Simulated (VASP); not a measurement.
The system is Al2GaN3.

```
Al Ga N
1.0
     4.41627    0.00000    0.00000
    -2.20814    3.82461    0.00000
     0.00000    0.00000    5.26689
Al Ga N
2 1 3
Direct
  0.33333 0.66667 0.23351
  0.66667 0.33333 0.76649
  0.00000 0.00000 0.50000
  0.33333 0.66667 0.72830
  0.66667 0.33333 0.27170
  0.00000 0.00000 0.00000
```

The cell was built by a generator and needn't be a form met in nature.

| Item | Value |
| --- | --- |
| Program | VASP 6.6.1 |
| Task | relaxation of cell and atoms |
| Functional | PBE |
| Potentials or basis | VASP PAW PBE potentials, release 64 (Al, Ga_d, N) |
| Cutoff | 520 eV |
| k mesh | 4 × 4 × 3 |
| Occupations | gaussian, width 0.15 eV |
| Spin | no spin polarisation |

At the start: pressure -26.2 GPa; volume 14.83 Å³/atom.

Problem. Where does the relaxation end?

Solution. Over 24 steps the energy falls by 1137.7 meV/atom and the volume is 11.51 Å³/atom (-22.4 %); space group P-3m1 (No. 164, to 0.05 Å).

Step by step:
```tsv
step	energy change (eV)	largest force (eV/Å)	pressure (GPa)	volume (Å³)
1	0.0000	1.0448	-26.22	88.96
2	-3.9006	2.3256	-6.82	61.22
3	-4.0180	2.5424	2.75	57.60
4	-4.8484	1.0542	8.48	55.05
5	-5.0174	1.6986	17.97	53.05
6	-5.5417	2.1488	9.54	55.82
7	-6.1085	3.2796	4.79	61.22
8	-6.2034	3.9780	1.93	64.93
9	-6.4588	1.1555	1.13	63.27
10	-6.6155	1.2340	3.69	64.38
11	-6.6584	1.3269	6.83	65.26
12	-6.7469	0.4067	3.47	67.12
13	-6.7672	0.8769	1.59	68.37
14	-6.7896	0.3464	-0.90	69.19
15	-6.7906	0.3060	-1.25	69.39
16	-6.7982	0.3527	-0.78	69.30
17	-6.8117	0.4808	0.27	69.05
18	-6.8130	0.5491	0.93	68.95
19	-6.8174	0.4355	0.83	68.96
20	-6.8247	0.0350	0.48	68.99
21	-6.8251	0.0987	0.46	69.00
22	-6.8251	0.1394	0.33	69.00
23	-6.8251	0.1248	0.42	69.00
24	-6.8263	0.0722	0.07	69.05
```

Final structure:
```
Al Ga N
1.0
     4.73915    0.00000    0.00000
    -2.36957    4.10422    0.00000
     0.00000    0.00000    3.55005
Al Ga N
2 1 3
Cartesian
  0.0000 2.7361 0.6396
  2.3696 1.3681 2.9105
  0.0000 0.0000 1.7750
  0.0000 2.7361 2.4173
  2.3696 1.3681 1.1327
  0.0000 0.0000 0.0000
```

Caveat: the k mesh is coarse (spacing up to 0.41 Å⁻¹), so the values aren't converged; the volume moved by over 15 % at a fixed basis, so the end points are rough.
